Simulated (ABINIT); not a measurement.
SiC (Moissanite):

```
Si C
1.0
     3.07600    0.00000    0.00000
    -1.53800    2.66389    0.00000
     0.00000    0.00000    5.04800
Si C
2 2
Direct
  0.66667 0.33333 0.50000
  0.33333 0.66667 0.00000
  0.66667 0.33333 0.88500
  0.33333 0.66667 0.38500
```

```yaml
Program: ABINIT 10.8.3 (patched build)
Task: relaxation of cell and atoms
Functional: PBEsol
Potentials_or_basis: JTH PAW PBE v2.0
Cutoff: 517 eV
k_mesh: 10 × 10 × 5
Occupations: fermi-dirac, width 0.05 eV
Spin: no spin polarisation
```

At the start: pressure -0.2 GPa; volume 10.34 Å³/atom.

Task: How do energy, volume and symmetry change on relaxing?

Result: Over 5 steps the energy falls by 8.9 meV/atom and the volume is 10.32 Å³/atom (-0.2 %); space group P6_3mc (No. 186, to 0.05 Å).

Step by step:
| step | energy change (eV) | largest force (eV/Å) | pressure (GPa) | volume (Å³) |
| --- | --- | --- | --- | --- |
| 1 | 0.0000 | 0.7415 | -0.17 | 41.36 |
| 2 | -0.0210 | 0.4753 | -0.27 | 41.34 |
| 3 | -0.0335 | 0.0355 | 0.09 | 41.26 |
| 4 | -0.0349 | 0.0180 | 0.05 | 41.27 |
| 5 | -0.0358 | 0.0006 | 0.00 | 41.28 |

Final structure:
```cif
data_structure
_symmetry_space_group_name_H-M 'P 1'
_symmetry_Int_Tables_number 1
_cell_length_a 3.0739
_cell_length_b 3.0739
_cell_length_c 5.0450
_cell_angle_alpha 90.000
_cell_angle_beta 90.000
_cell_angle_gamma 120.000
_cell_volume 41.28
loop_
_atom_site_label
_atom_site_type_symbol
_atom_site_fract_x
_atom_site_fract_y
_atom_site_fract_z
_atom_site_occupancy
Si1 Si 0.66667 0.33333 0.50462 1
Si2 Si 0.33333 0.66667 0.00462 1
C1 C 0.66667 0.33333 0.88038 1
C2 C 0.33333 0.66667 0.38038 1
```

Caveat: the PAW data sets were made with another functional, which shifts forces and pressure a little.
